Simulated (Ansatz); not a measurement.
# SiC (P6_3mc) in Ansatz: settings compared

Aim: see how the results for SiC move with the level of theory and the settings. Levels: PBEsol+D3(BJ), BLYP+D3(BJ), PBE, PBE+D4. Tasks: relaxation of cell and atoms, single point.

Program: Ansatz 0.2.0. These are calculated values, not measurements. Logs are shortened: lines on timing, memory, paths and dates and some standing lists are left out, and cuts for length are marked.

## (1) Starting point

Symmetry: P6_3mc, No. 186, hexagonal system. Conventional cell: a = 3.076 Å, b = 3.076 Å, c = 10.071 Å, α = 90.00°, β = 90.00°, γ = 120.00°. Si (site symmetry 3m) has 4 C at 1.88 to 1.89 Å as nearest neighbours. Si (site symmetry 3m) has 4 C at 1.88 to 1.89 Å as nearest neighbours. C (site symmetry 3m) has 4 Si at 1.88 to 1.89 Å as nearest neighbours. C (site symmetry 3m) has 4 Si at 1.88 to 1.89 Å as nearest neighbours.

The cell is a database's computed one.

## (2) Relaxation of cell and atoms, PBEsol+D3(BJ)

Contents of input.yaml:

```yaml
crystal:
  lattice:
    - [3.0756941497, 0.0, 0.0]
    - [-1.5378470748, 2.6636292679, 0.0]
    - [0.0, 0.0, 10.07064648]
  atoms:
    - { symbol: Si, position: [0.0, 0.0, 0.18789438] }
    - { symbol: Si, position: [0.0, 0.0, 0.68789438] }
    - { symbol: Si, position: [0.3333333333, 0.6666666667, 0.43784198] }
    - { symbol: Si, position: [0.6666666667, 0.3333333333, 0.93784198] }
    - { symbol: C, position: [0.0, 0.0, 0.00046005] }
    - { symbol: C, position: [0.0, 0.0, 0.50046005] }
    - { symbol: C, position: [0.3333333333, 0.6666666667, 0.24980259] }
    - { symbol: C, position: [0.6666666667, 0.3333333333, 0.74980259] }
hamiltonian:
  xc: pbesol
  pseudopotentials: { kind: paw }
  dispersion: d3bj
kpoints:
  mp_grid: { grid: [10, 10, 3] }
scf:
  occupations: { method: fermi_dirac, width: 0.05 }
output:
  forces: true
  stress: true
relax:
  f_tol: 0.01
  max_steps: 40
  cell: { stress_tol: 0.05 }
```

Potentials or basis: Ansatz PAW.

Command:

```
$ ansatz run input.yaml --threads 2 --pin off --max-ram 5120MiB --backend cpu --events-out ev --progress --plain --runs-dir out
```

Output:

```text
Warning: RAYON_NUM_THREADS=2 ignored (pool sized by the plan → 2); use --threads N
Engine: ansatz 0.2.0, aarch64-unknown-linux-gnu
Pseudopotentials: kind: paw
Pseudopotential: Si, paw, valence charge 4, recommended cutoff 420 eV (normal), Si.paw.azcp
Pseudopotential: C, paw, valence charge 4, recommended cutoff 420 eV (normal), C.paw.azcp
Functional definition: PBEsol
  exchange = pbesol_x
  correlation = pbesol_c
Crystal: 8 atoms, lattice volume = 82.504 Å³
Basis set: ecut = 420 eV, 1605 PW (Γ), exchange–correlation on 48×48×144 points (8 copies of the dense FFT grid, shifted against one another)
Bands: 24, of which v1, the nominal top of the filled ones, is band 16 counted from 1 (15 counted from 0)
Symmetry: 12 space group operations
Space group: P63mc (ITA 186), of the structure as read, at distance tolerance 4.4e-5 Å
k-points: 28 of 300 (time reversal used)
Non-local potential: Si, projectors of the file, l = 0: 2, l = 1: 2, l = 2: 2
Non-local potential: C, projectors of the file, l = 0: 2, l = 1: 2, l = 2: 1
PAW form: soft (Blöchl's): semilocal exchange-correlation on the pseudo side does not see the compensation charge
PAW frozen core: Si, regenerated for the run's functional, and the local potential with it (the file was generated under x = pbe(κ = 0.804, μ = 0.2195149727645171), c = pbe(β = 0.06672455060314922))
PAW frozen core: C, regenerated for the run's functional, and the local potential with it (the file was generated under x = pbe(κ = 0.804, μ = 0.2195149727645171), c = pbe(β = 0.06672455060314922))
PAW one-centre angular grid: Si, 110 points (default); XC on 64 Gauss nodes
PAW one-centre angular grid: C, 110 points (default); XC on 64 Gauss nodes
Initial density: superposition of atomic densities (neutral atoms: chi_scale 0, normalization atom), corrected by the library's trained network
Initial wavefunctions: pseudopotential atomic-orbital guess
Functional: x = pbesol(κ = 0.804, μ = 0.12345679012345678), c = pbesol(β = 0.046)
SCF iter   1: F=—  HF=-3476.798846 eV  |F-HF|=—  |Δ(HF+E_count)|=         —  Δρ=8.63e-3  dr2=7.47e-2  ethr=1.77e-3  ⟨swp⟩=6.3  Hψ=3804  notcnv=0  defer=4
preconditioner: auto → none  [insulator: Δε(μ)=2.013 eV  Ē_g=11.851 eV  σ=0.050 eV  W_gap=1.00  n_scr=6 (ndim 8)  ℏωp=23.1 eV  f_vac=0.000  D(μ)=0.00/eV (n_scr^D=0)  ε∞_Penn≈4.8]
SCF iter   2: F=—  HF=-3476.777628 eV  |F-HF|=—  |Δ(HF+E_count)|=   2.12e-2  Δρ=1.58e-3  dr2=1.98e-3  ethr=2.33e-4  ⟨swp⟩=2.9  Hψ=1420  notcnv=0  defer=72
SCF iter   3: F=—  HF=-3476.777306 eV  |F-HF|=—  |Δ(HF+E_count)|=   3.22e-4  Δρ=5.36e-4  dr2=1.64e-4  ethr=6.18e-6  ⟨swp⟩=2.1  Hψ=1045  notcnv=0  defer=72
SCF iter   4: F=—  HF=-3476.777321 eV  |F-HF|=—  |Δ(HF+E_count)|=   1.53e-5  Δρ=9.44e-5  dr2=1.36e-5  ethr=5.13e-7  ⟨swp⟩=2.8  Hψ=1093  notcnv=0  defer=72
SCF iter   5: F=—  HF=-3476.777226 eV  |F-HF|=—  |Δ(HF+E_count)|=   9.53e-5  Δρ=3.61e-5  dr2=9.54e-7  ethr=4.24e-8  ⟨swp⟩=2.0  Hψ=895  notcnv=0  defer=72
SCF iter   6: F=-3476.777226 eV  HF=-3476.777226 eV  |F-HF|=1.05e-8  |Δ(HF+E_count)|=   1.95e-7  Δρ=8.88e-6  dr2=3.94e-8  ethr=3.13e-10  ⟨swp⟩=5.0  Hψ=2318  notcnv=0
SCF 1 converged in 6 iterations: F = -3476.777226 eV  dr2 = 3.94e-8
relax step   1: F+E_penalty+E_count = -3476.77722615 eV  Δ(F+E_penalty+E_count) = +0.000e0 eV  max|allowed force component| = 4.585e-3 eV/Å  Δτ_max = 0.0000 Å  P = -3.365 GPa  Ω = 82.504 Å³  (6 SCF iters, dr2 threshold 1.00e-7 eV, accepted)
Crystal: 8 atoms, lattice volume = 81.838 Å³
Basis set: ecut = 420 eV, 1593 PW (Γ), exchange–correlation on 48×48×144 points (8 copies of the dense FFT grid, shifted against one another)
Initial density: handed on by an earlier stage of this run
Initial wavefunctions: those handed on with the density
iter 1 solved again at ethr=1.36e-5 eV; its pass at ethr=3.10e-3 eV (dr2=4.34e-3 eV) is discarded
SCF iter   1: F=—  HF=-3476.790183 eV  |F-HF|=—  |Δ(HF+E_count)|=         —  Δρ=2.04e-3  dr2=4.17e-3  ethr=1.36e-5  ⟨swp⟩=1.7  Hψ=3185  notcnv=0
preconditioner: auto → none  [insulator: Δε(μ)=2.144 eV  Ē_g=11.966 eV  σ=0.050 eV  W_gap=1.00  n_scr=6 (ndim 8)  ℏωp=23.2 eV  f_vac=0.000  D(μ)=0.00/eV (n_scr^D=0)  ε∞_Penn≈4.8]
SCF iter   2: F=—  HF=-3476.788855 eV  |F-HF|=—  |Δ(HF+E_count)|=   1.33e-3  Δρ=3.32e-4  dr2=1.11e-4  ethr=1.30e-5  ⟨swp⟩=2.1  Hψ=1017  notcnv=0
SCF iter   3: F=—  HF=-3476.788743 eV  |F-HF|=—  |Δ(HF+E_count)|=   1.12e-4  Δρ=9.49e-5  dr2=5.93e-6  ethr=3.46e-7  ⟨swp⟩=2.6  Hψ=1151  notcnv=0
iter 4 did not close the SCF: its close was put off for the readings that it lacked (scf_convergence_deferred on its scf_iter line)
SCF iter   4: F=-3476.788741 eV  HF=-3476.788742 eV  |F-HF|=3.87e-7  |Δ(HF+E_count)|=   9.47e-7  Δρ=1.59e-5  dr2=4.99e-7  ethr=1.85e-8  ⟨swp⟩=2.7  Hψ=1169  notcnv=0
iter 5 did not close the SCF: its close was put off for the readings that it lacked (scf_convergence_deferred on its scf_iter line)
SCF iter   5: F=-3476.788742 eV  HF=-3476.788742 eV  |F-HF|=1.46e-8  |Δ(HF+E_count)|=   1.04e-7  Δρ=5.82e-6  dr2=3.45e-8  ethr=1.56e-9  ⟨swp⟩=2.0  Hψ=947  notcnv=0
SCF iter   6: F=-3476.788742 eV  HF=-3476.788742 eV  |F-HF|=1.97e-10  |Δ(HF+E_count)|=  2.36e-11  Δρ=1.58e-6  dr2=1.15e-9  ethr=1.08e-10  ⟨swp⟩=2.0  Hψ=1903  notcnv=0
SCF 2 converged in 6 iterations: F = -3476.788742 eV  dr2 = 1.15e-9
[... 34 lines left out ...]
iter 4 did not close the SCF: its close was put off for the readings that it lacked (scf_convergence_deferred on its scf_iter line)
SCF iter   4: F=-3476.792511 eV  HF=-3476.792511 eV  |F-HF|=2.77e-11  |Δ(HF+E_count)|=   3.20e-9  Δρ=9.27e-7  dr2=2.24e-10  ethr=3.84e-11  ⟨swp⟩=2.0  Hψ=932  notcnv=0
iter 5 did not close the SCF: its close was put off for the readings that it lacked (scf_convergence_deferred on its scf_iter line)
SCF iter   5: F=-3476.792511 eV  HF=-3476.792511 eV  |F-HF|=6.37e-12  |Δ(HF+E_count)|=  5.82e-11  Δρ=1.88e-7  dr2=1.63e-11  ethr=1.00e-12  ⟨swp⟩=2.6  Hψ=1122  notcnv=0
SCF iter   6: F=-3476.792511 eV  HF=-3476.792511 eV  |F-HF|=0.00e0  |Δ(HF+E_count)|=  4.09e-12  Δρ=5.59e-8  dr2=1.02e-12  ethr=1.00e-12  ⟨swp⟩=1.0  Hψ=1456  notcnv=0
SCF 5 converged in 6 iterations: F = -3476.792511 eV  dr2 = 1.02e-12
relax step   5: F+E_penalty+E_count = -3476.79251095 eV  Δ(F+E_penalty+E_count) = -2.418e-6 eV  max|allowed force component| = 8.378e-5 eV/Å  Δτ_max = 0.0001 Å  P = +0.000 GPa  Ω = 81.282 Å³  energy of the carried Pulay correction = +2.296e-3 eV  (6 SCF iters, dr2 threshold 7.43e-9 eV, accepted)
Initial wavefunctions: pseudopotential atomic-orbital guess (no wavefunctions were taken with the density)
iter 1 solved again at ethr=8.15e-8 eV; its pass at ethr=3.10e-3 eV (dr2=2.61e-5 eV) is discarded
SCF iter   1: F=—  HF=-3476.790452 eV  |F-HF|=—  |Δ(HF+E_count)|=         —  Δρ=6.49e-5  dr2=5.31e-7  ethr=8.15e-8  ⟨swp⟩=3.1  Hψ=5676  notcnv=0
SCF iter   2: F=—  HF=-3476.790375 eV  |F-HF|=—  |Δ(HF+E_count)|=   7.61e-5  Δρ=3.15e-5  dr2=9.83e-8  ethr=1.66e-9  ⟨swp⟩=2.5  Hψ=1081  notcnv=0
SCF iter   3: F=—  HF=-3476.790376 eV  |F-HF|=—  |Δ(HF+E_count)|=   1.81e-7  Δρ=5.02e-6  dr2=3.39e-9  ethr=3.07e-10  ⟨swp⟩=2.0  Hψ=1120  notcnv=0
iter 4 did not close the SCF: its close was put off for the readings that it lacked (scf_convergence_deferred on its scf_iter line)
SCF iter   4: F=-3476.790376 eV  HF=-3476.790376 eV  |F-HF|=4.55e-12  |Δ(HF+E_count)|=   4.53e-9  Δρ=3.70e-7  dr2=4.94e-11  ethr=1.06e-11  ⟨swp⟩=2.2  Hψ=1051  notcnv=0
iter 5 did not close the SCF: its close was put off for the readings that it lacked (scf_convergence_deferred on its scf_iter line)
SCF iter   5: F=-3476.790376 eV  HF=-3476.790376 eV  |F-HF|=1.18e-11  |Δ(HF+E_count)|=  1.50e-11  Δρ=1.12e-7  dr2=1.51e-11  ethr=1.00e-12  ⟨swp⟩=1.2  Hψ=739  notcnv=0
SCF iter   6: F=-3476.790376 eV  HF=-3476.790376 eV  |F-HF|=4.55e-13  |Δ(HF+E_count)|=  2.73e-12  Δρ=2.96e-8  dr2=4.57e-13  ethr=1.00e-12  ⟨swp⟩=3.0  Hψ=2117  notcnv=0
SCF 6 converged in 6 iterations: F = -3476.790376 eV  dr2 = 4.57e-13
relax step   6: F+E_penalty+E_count = -3476.79037558 eV  Δ(F+E_penalty+E_count) = +2.135e-3 eV  max|allowed force component| = 7.182e-5 eV/Å  Δτ_max = 0.0000 Å  P = -0.047 GPa  Ω = 81.282 Å³  stress off target by 4.90e-2 GPa  SCF on the basis re-selected at this cell (its energy is not comparable with the rows above)  (6 SCF iters)
basis re-selected at this cell: Δ(F+E_penalty+E_count) = +2.135e-3 eV, ΔP = -0.048 GPa vs the last step (what re-selecting the basis moved, of the pressure what is left beyond the Pulay correction that the steps carried, after the strain that the cell walked since its last selection, with what the two solves' SCF thresholds leave and, on support functions, any second-order correction that the steps lacked; it is no measure of the basis error at this ecutwfc). This SCF's stress stands 4.90e-2 GPa from its target on what of the cell is left free (relax.cell.stress_tol is 5.00e-2 GPa) and its largest allowed force component is 7.18e-5 eV/Å (relax.f_tol is 1.00e-2 eV/Å): within both
SCF converged after 6 iterations
Free energy (F): -3476.790376 eV
Harris-Foulkes:  -3476.790376 eV  (|F-HF|=4.55e-13)
Internal energy: -3476.790376 eV  (E = F + TS)
E sigma→0 (E₀):  -3476.790376 eV
Fermi energy:    10.785169 eV
--- Per-component energies (eV) ---
  E_band       = 118.067446
  E_kinetic    = 544.994979
  E_local      = -412.414372  (includes V_loc(G=0)·N_el)
  E_nonlocal   = 208.841406
  E_hartree    = 126.270753
  E_xc         = -419.834037
  E_vxc        = -438.328941  (∫ρ·V_xc dr)
  E_paw        = -2377.688403  (= ΣΔE_a)
  E_vpaw       = -37.567194  (= ΣTr[D̂ρ^β])
  E_aug_tail   = 0.000058  (compensation charges beyond the density's cutoff)
  E_ewald      = -1145.200032
  E_disp       = -1.971373  (pairwise vdW)
  E_core_change = 0.210645  (= ΣΔE_core)
  E_smearing   = -0.000000  (= −TS)
  E_closure    = 0.000000  (closes the sum)
  Σ components = -3476.790376   (vs F -3476.790376, Δ=0.00e0)
--- Forces (eV/Å), atoms counted from 1 ---
  atom   1  Si     0.00000000     0.00000000    -0.00000243
  atom   2  Si    -0.00000000    -0.00000000    -0.00000243
  atom   3  Si    -0.00000000     0.00000000    -0.00007170
  atom   4  Si     0.00000000     0.00000000    -0.00007170
  atom   5  C     -0.00000000     0.00000000     0.00005026
  atom   6  C      0.00000000     0.00000000     0.00005026
  atom   7  C     -0.00000000     0.00000000     0.00002433
  atom   8  C      0.00000000    -0.00000000     0.00002433
  max |Σ_I F_I| component: 9.24e-7 eV/Å
--- Stress (GPa, compression-positive) ---
       -0.046734       0.000000       0.000000
        0.000000      -0.046734       0.000000
        0.000000       0.000000      -0.048990
  P = ⅓ Tr σ = -0.0475 GPa (-0.475 kbar)
--- Relaxed structure (5 steps of the walk, 5 accepted, 1 SCFs on fresh bases) ---
  F+E_penalty+E_count = -3476.79037558 eV   max|allowed force component| = 7.182e-5 eV/Å   (the final SCF, on the basis selected at the relaxed cell)
  cell:  # Å, volume = 81.2823 Å³
    - [3.060777188709417, -2.8727477089964882e-11, -1.5374544355647606e-18]
    - [-1.5303885943298297, 2.6507108007606353, 8.562218063558636e-19]
    - [-5.034037633818167e-18, 3.307994401395226e-19, 10.018481890103132]
  atoms:
    - { symbol: Si, position: [4.6076470310778315e-21, 5.006214149191571e-32, 0.18791973039695434] }
    - { symbol: Si, position: [4.607647031078072e-21, 4.979732612456247e-32, 0.6879197303969544] }
    - { symbol: Si, position: [0.33333333333333326, 0.6666666666666667, 0.4378258282936] }
    - { symbol: Si, position: [0.6666666666666667, 0.3333333333333333, 0.9378258282935998] }
    - { symbol: C, position: [-2.8140665101707202e-21, -3.011171014447739e-32, 0.00044456754168502874] }
    - { symbol: C, position: [-2.8140665101692765e-21, -3.073061967512883e-32, 0.5004445675416851] }
    - { symbol: C, position: [0.33333333333333326, 0.6666666666666667, 0.2498088737677606] }
    - { symbol: C, position: [0.6666666666666667, 0.3333333333333333, 0.7498088737677606] }
```

Wall time 15 s (2 threads of Arm Neoverse V1, shared host); peak memory 0.34 GiB.

What came out:

| Property | Result |
| --- | --- |
| Free energy | -3476.7904 eV |
| Relaxed volume | 10.16 Å³/atom |
| Relaxed cell | a = 3.061 Å, b = 3.061 Å, c = 10.018 Å, α = 90.00°, β = 90.00°, γ = 120.00° |
| Space group after relaxing (to 0.05 Å) | P6_3mc (No. 186) |
| Energy gained by relaxing | 1.6 meV/atom |
| Ionic steps | 6 |
| Pressure after relaxing | 0.0 GPa |
| Band gap on the k mesh | 2.12 eV |

Step by step:
| step | energy change (eV) | largest force (eV/Å) | volume (Å³) |
| --- | --- | --- | --- |
| 1 | 0.0000 | 0.0046 | 82.50 |
| 2 | -0.0115 | 0.0046 | 81.84 |
| 3 | -0.0153 | 0.0007 | 81.27 |
| 4 | -0.0153 | 0.0018 | 81.28 |
| 5 | -0.0153 | 0.0001 | 81.28 |
| 6 | -0.0131 | 0.0001 | 81.28 |

Final structure:
```
Si C
1.0
     3.06078    0.00000    0.00000
    -1.53039    2.65071    0.00000
     0.00000    0.00000   10.01848
Si C
4 4
Direct
  0.00000 0.00000 0.18792
  0.00000 0.00000 0.68792
  0.33333 0.66667 0.43783
  0.66667 0.33333 0.93783
  0.00000 0.00000 0.00044
  0.00000 0.00000 0.50044
  0.33333 0.66667 0.24981
  0.66667 0.33333 0.74981
```

Caveat: odd divisions of the mesh miss points on the zone boundary, where band edges often lie, so the gap on the mesh can be too wide; the plane-wave basis is chosen anew once the cell has moved, so the energies of steps on either side of that aren't comparable; the PAW data sets come from PBE, with cores solved anew for the run's functional, which leaves a small shift of forces and pressure. A k mesh can miss the band edges.

## (3) Relaxation of cell and atoms, BLYP+D3(BJ)

input.yaml, as its differences from that of step 2:

```diff
@@ -15,3 +15,3 @@
 hamiltonian:
-  xc: pbesol
+  xc: blyp
   pseudopotentials: { kind: paw }
```

Potentials or basis: Ansatz PAW.

Command:

```
$ ansatz run input.yaml --threads 2 --pin off --max-ram 5120MiB --backend cpu --events-out ev --progress --plain --runs-dir out
```

Output:

```text
Warning: RAYON_NUM_THREADS=2 ignored (pool sized by the plan → 2); use --threads N
Engine: ansatz 0.2.0, aarch64-unknown-linux-gnu
Pseudopotentials: kind: paw
Pseudopotential: Si, paw, valence charge 4, recommended cutoff 420 eV (normal), Si.paw.azcp
Pseudopotential: C, paw, valence charge 4, recommended cutoff 420 eV (normal), C.paw.azcp
Functional definition: BLYP
  parameter beta = 0.0042
  parameter a = 0.04918
  parameter b = 0.132
  parameter c = 0.2533
  parameter d = 0.349
  exchange = b88_x(beta = beta)
  correlation = lyp_c(a = a, b = b, c = c, d = d)
Crystal: 8 atoms, lattice volume = 82.504 Å³
Basis set: ecut = 420 eV, 1605 PW (Γ), exchange–correlation on 48×48×144 points (8 copies of the dense FFT grid, shifted against one another)
Bands: 24, of which v1, the nominal top of the filled ones, is band 16 counted from 1 (15 counted from 0)
Symmetry: 12 space group operations
Space group: P63mc (ITA 186), of the structure as read, at distance tolerance 4.4e-5 Å
k-points: 28 of 300 (time reversal used)
[... 104 lines left out ...]
  atom   2  Si     0.00000000    -0.00000000    -0.00302792
  atom   3  Si     0.00000000    -0.00000000    -0.00373066
  atom   4  Si    -0.00000000     0.00000000    -0.00373066
  atom   5  C      0.00000000    -0.00000000     0.00171937
  atom   6  C     -0.00000000     0.00000000     0.00171937
  atom   7  C      0.00000000    -0.00000000     0.00504006
  atom   8  C     -0.00000000     0.00000000     0.00504006
  max |Σ_I F_I| component: 1.69e-6 eV/Å
--- Stress (GPa, compression-positive) ---
       -0.014608       0.000000      -0.000000
        0.000000      -0.014608      -0.000000
       -0.000000      -0.000000      -0.047327
  P = ⅓ Tr σ = -0.0255 GPa (-0.255 kbar)
--- Relaxed structure (4 steps of the walk, 4 accepted, 1 SCFs on fresh bases) ---
  F+E_penalty+E_count = -3571.24428896 eV   max|allowed force component| = 5.040e-3 eV/Å   (the final SCF, on the basis selected at the relaxed cell)
  cell:  # Å, volume = 81.9162 Å³
    - [3.068108676961946, -2.879628778080042e-11, -7.089149251495071e-19]
    - [-1.5340543384560348, 2.6570600558349073, 3.989496226398471e-19]
    - [-2.3211773499270377e-18, 1.682159077481017e-19, 10.048420087614442]
  atoms:
    - { symbol: Si, position: [-7.113481990309964e-21, -7.633603890511096e-32, 0.18785524297605574] }
    - { symbol: Si, position: [-7.113481990309386e-21, -7.7970070092302e-32, 0.6878552429760557] }
    - { symbol: Si, position: [0.3333333333333333, 0.6666666666666667, 0.4378509586312389] }
    - { symbol: Si, position: [0.6666666666666669, 0.3333333333333333, 0.9378509586312388] }
    - { symbol: C, position: [3.3951960286278794e-21, 3.761239853775231e-32, 0.0004787297223144591] }
    - { symbol: C, position: [3.395196028629091e-21, 3.6189427361251404e-32, 0.5004787297223146] }
    - { symbol: C, position: [0.3333333333333333, 0.6666666666666667, 0.24981406867039083] }
    - { symbol: C, position: [0.6666666666666669, 0.3333333333333333, 0.7498140686703909] }
```

It took 13 s on 2 threads of Arm Neoverse V1, shared host; peak memory 0.34 GiB.

What came out:

| Item | Value |
| --- | --- |
| Free energy | -3571.2443 eV |
| Relaxed volume | 10.24 Å³/atom |
| Relaxed cell | a = 3.068 Å, b = 3.068 Å, c = 10.048 Å, α = 90.00°, β = 90.00°, γ = 120.00° |
| Space group after relaxing (to 0.05 Å) | P6_3mc (No. 186) |
| Energy gained by relaxing | 0.4 meV/atom |
| Ionic steps | 5 |
| Pressure after relaxing | 0.0 GPa |
| Largest force after relaxing | 0.005 eV/Å |
| Band gap on the k mesh | 2.53 eV |

Forces in eV/Å, atoms in the order of the input:
```
Si   0.000  0.000 -0.003
Si   0.000  0.000 -0.003
Si   0.000  0.000 -0.004
Si   0.000  0.000 -0.004
C    0.000  0.000  0.002
C    0.000  0.000  0.002
C    0.000  0.000  0.005
C    0.000  0.000  0.005
```

The path:
```csv
step,energy change (eV),largest force (eV/Å),volume (Å³)
1,0.0000,0.0168,82.50
2,-0.0029,0.0026,82.20
3,-0.0042,0.0018,81.91
4,-0.0042,0.0050,81.92
5,-0.0028,0.0050,81.92
```

Final structure:
```yaml
crystal:
  lattice:
    - [3.06811, 0.00000, 0.00000]
    - [-1.53405, 2.65706, 0.00000]
    - [0.00000, 0.00000, 10.04842]
  atoms:
    - { symbol: Si, position: [0.00000, 0.00000, 0.18786] }
    - { symbol: Si, position: [0.00000, 0.00000, 0.68786] }
    - { symbol: Si, position: [0.33333, 0.66667, 0.43785] }
    - { symbol: Si, position: [0.66667, 0.33333, 0.93785] }
    - { symbol: C, position: [0.00000, 0.00000, 0.00048] }
    - { symbol: C, position: [0.00000, 0.00000, 0.50048] }
    - { symbol: C, position: [0.33333, 0.66667, 0.24981] }
    - { symbol: C, position: [0.66667, 0.33333, 0.74981] }
```

Caveat: odd divisions of the mesh miss points on the zone boundary, where band edges often lie, so the gap on the mesh can be too wide; the plane-wave basis is chosen anew once the cell has moved, so the energies of steps on either side of that aren't comparable; the pressure holds a Pulay correction of +0.4 GPa for the finite cutoff; the PAW data sets come from PBE, with cores solved anew for the run's functional, which leaves a small shift of forces and pressure. BLYP gaps usually lie below the measured ones, often by a third to a half.

(Continued in part 2 of 2.)
